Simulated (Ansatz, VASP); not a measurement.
# Pt: VASP beside Ansatz

File INCAR:

```
PREC = Accurate ; ENCUT = 520
EDIFF = 1E-7 ; ISMEAR = 0
SIGMA = 0.15 ; LREAL = F
LASPH = T ; NELM = 80
ALGO = Fast ; ISIF = 2
LWAVE = F ; LCHARG = T
GGA = PS ; LELF = T
LVHAR = T ; NBANDS = 17
```

The input KPOINTS:

```
Automatic mesh
0
Gamma
  18 18 10
```

File POSCAR:

```
Pt
1.0
    2.7606656158      0.0000000000      0.0000000000
   -1.3803328079      2.3908065546      0.0000000000
    0.0000000000      0.0000000000      5.1755047200
Pt
2
Direct
    0.6666666667      0.3333333333      0.7500000000
    0.3333333333      0.6666666667      0.2500000000
```

Input for Ansatz:

```yaml
crystal:
  lattice:
    - [2.7606656158, 0.0, 0.0]
    - [-1.3803328079, 2.3908065546, 0.0]
    - [0.0, 0.0, 5.17550472]
  atoms:
    - { symbol: Pt, position: [0.6666666667, 0.3333333333, 0.75] }
    - { symbol: Pt, position: [0.3333333333, 0.6666666667, 0.25] }
basis:
  ecutwfc: 420
kpoints:
  mp_grid: { grid: [18, 18, 10] }
hamiltonian:
  xc: pbesol
scf:
  occupations: { method: gaussian, width: 0.15 }
output:
  forces: true
  stress: true
  eigenvalues: true
```

Change from the starting cell: strain +0.000 along x and y, +0.080 along z, atoms carried along.

Alike in both runs: task single point; functional PBEsol; k mesh 18 × 18 × 10; occupations gaussian, width 0.15 eV; no spin polarisation.

|  | VASP | Ansatz |
| --- | --- | --- |
| version | VASP 6.6.1 | Ansatz 0.2.0 |
| potentials or method | VASP PAW PBE potentials, release 64 (Pt) | scalar-relativistic, plane waves, PAW |
| plane-wave cutoff (eV) | 520 | 420 |
| valence electrons in the cell | 20 | 36 |

Ansatz gave:

```
gap on the k mesh at the Fermi level (eV)       : none
pressure (GPa)                                  : -21.6
largest component of the traceless stress (GPa) : 4.66
```

Task: Which values does VASP return?

Result: gap on the k mesh at the Fermi level (eV): none; pressure (GPa): -21.9; largest component of the traceless stress (GPa): 4.74.

A gap of «none» marks a metal or a gap that the smearing closes. With one functional, cell and mesh, what is left measures potentials, basis and numerics. The two sets of potentials don't hold the same shells in valence.

Caveats: so large a pressure means that the cell lies far from this level's equilibrium, or that cutoff or potentials fall short (VASP); the potentials were made for another functional, which shifts forces and pressure (VASP). The runs have no spin-orbit coupling, so splittings on Pt are missing.
